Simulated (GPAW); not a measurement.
The system is Hf.

```
Hf
1.0
     0.00000    2.22000    2.22000
     2.22000    0.00000    2.22000
     2.22000    2.22000    0.00000
Hf
1
Direct
  0.00000 0.00000 0.00000
```

This isn't the form of Hf at room conditions, which is hcp.

Base run:

* Program: GPAW 26.7.0
* Functional: LDA
* Potentials or basis: the program's PAW data sets (release 1.2.1) made for this functional
* Cutoff: 600 eV
* Basis: pw
* k mesh: 10 × 10 × 10
* Occupations: fermi-dirac, width 0.05 eV
* Spin: no spin polarisation

Its results: pressure -5.4 GPa.

**Question.** The run is repeated on the same cell with these changes: functional from LDA to r4SCAN; potentials or basis from the program's PAW data sets (release 1.2.1) made for this functional to GPAW PAW data sets (gpaw-data 1.2.1). What comes out?

**Answer.** Pressure -0.3 GPa.

Caveats: the PAW data sets were made with another functional, which shifts forces and pressure a little (some runs).

Not every run made on this cell is shown here.
